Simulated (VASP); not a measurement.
# NaCl (strained rocksalt): one r²SCAN single-point calculation in two programs

```xyz
2
Lattice="0.0000 2.7466 2.7466 2.7466 0.0000 2.7466 2.7466 2.7466 0.0000" Properties=species:S:1:pos:R:3 pbc="T T T"
Na    0.0000    0.0000    0.0000
Cl    2.7466    2.7466    2.7466
```

The two codes use different PAW datasets and cutoffs. VASP's cell holds 14 valence electrons and Ansatz's 16. Ansatz's stress includes a Pulay correction; VASP's doesn't.

Cutoffs: 520 eV in VASP, 500 eV in Ansatz. k meshes: 8×8×8 and 8×8×8.

|  | VASP | Ansatz |
| --- | --- | --- |
| gap between bands v and c | 6.27 eV | 6.25 eV |
| least direct gap | 6.27 eV | 6.25 eV |
| pressure | 1.7 GPa | 2.0 GPa |

Band v is the last that the valence electrons fill when counted band by band, and c is the next. Levels in eV from the top of v, Ansatz:

```json
{"point": "Γ", "v−1": "0.00", "v": "0.00", "c": "6.25", "c+1": "11.78"}
{"point": "X", "v−1": "-0.69", "v": "-0.69", "c": "8.54", "c+1": "8.59"}
{"point": "K", "v−1": "-1.28", "v": "-0.58", "c": "9.07", "c+1": "10.04"}
{"point": "L", "v−1": "-0.32", "v": "-0.32", "c": "8.06", "c+1": "11.83"}
{"point": "W", "v−1": "-1.37", "v": "-0.86", "c": "10.01", "c+1": "10.56"}
```

VASP:

```csv
point,v−1,v,c,c+1
Γ,0.00,0.00,6.27,11.83
X,-0.69,-0.69,8.54,8.67
K,-1.27,-0.58,9.10,10.10
L,-0.33,-0.33,8.09,11.96
W,-1.37,-0.86,10.09,10.58
```
